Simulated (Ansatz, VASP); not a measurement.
Given: the input of a run of Ansatz 0.2.0 on C.

The input input.yaml:

```yaml
crystal:
  lattice:
    - [2.1414089317, -1.2364169979, 0.0]
    - [2.1414089317, 1.2364169979, 0.0]
    - [-1.3882028085, 0.0, 3.5260283048]
  atoms:
    - { symbol: C, position: [0.16664447, 0.16664447, 0.99990696] }
    - { symbol: C, position: [0.83335553, 0.83335553, 9.304e-05] }
hamiltonian:
  xc: pbesol
  pseudopotentials: { kind: paw }
kpoints:
  mp_grid: { grid: [13, 13, 8] }
scf:
  occupations: { method: fermi_dirac, width: 0.05 }
output:
  forces: true
  stress: true
  eigenvalues: true
```

Potentials or basis: Ansatz PAW.

The run is started by

```sh
$ ansatz run input.yaml --threads 2 --pin off --max-ram 5632MiB --backend cpu --events-out ev --progress --plain --runs-dir out
```

**Question.** Set up the same calculation for VASP 6.6.1. Potentials there: VASP PAW PBE potentials, release 64 (C).

**Answer.** As run (the cutoff follows the program's own potentials):

File INCAR:

```
SYSTEM = C
  PREC = Accurate
  ENCUT = 520
  EDIFF = 1E-6
  ISMEAR = -1
  SIGMA = 0.05
  LREAL = .FALSE.
  LASPH = .TRUE.
  NELM = 100
  ALGO = Normal
  ISIF = 2
  LWAVE = .FALSE.
  LCHARG = .TRUE.
  GGA = PS
  LELF = .TRUE.
  LVHAR = .TRUE.
  NBANDS = 11
```

Contents of KPOINTS:

```
Automatic mesh
0
G
  13 13 8
  0 0 0
```

The input POSCAR:

```
C
1.0
    2.1414089317     -1.2364169979      0.0000000000
    2.1414089317      1.2364169979      0.0000000000
   -1.3882028085      0.0000000000      3.5260283048
C
2
Direct
    0.1666444700      0.1666444700      0.9999069600
    0.8333555300      0.8333555300      0.0000930400
```

Potentials or basis: VASP PAW PBE potentials, release 64 (C).

Launch:

```sh
$ cat potpaw_PBE.64/C/POTCAR > POTCAR
$ mpirun -np 1 vasp_std > vasp.out
```

Both were run:

|  | VASP | Ansatz | Ansatz less VASP |
| --- | --- | --- | --- |
| gap on the k mesh at the Fermi level (eV) | 0.91 | 0.91 | 0.000 |
| least direct gap on the mesh (eV) | 0.92 | 0.92 | 0.000 |
| pressure (GPa) | -3.7 | -4.3 | -0.61 |
| largest component of the traceless stress (GPa) | 4.05 | 4.75 | +0.704 |

Caveats: this functional lacks dispersion, which binds the layers, so the pressure and a relaxed spacing across them are unreliable; the PAW data sets were made with another functional, which shifts forces and pressure a little (VASP); an odd mesh through Γ misses points on the zone boundary, where band edges often lie (VASP); odd divisions of the mesh miss points on the zone boundary, where band edges often lie, so the gap on the mesh can be too wide (Ansatz); the pressure holds a Pulay correction of +0.5 GPa for the finite cutoff (Ansatz); the PAW data sets come from PBE, with cores solved anew for the run's functional, which leaves a small shift of forces and pressure (Ansatz).
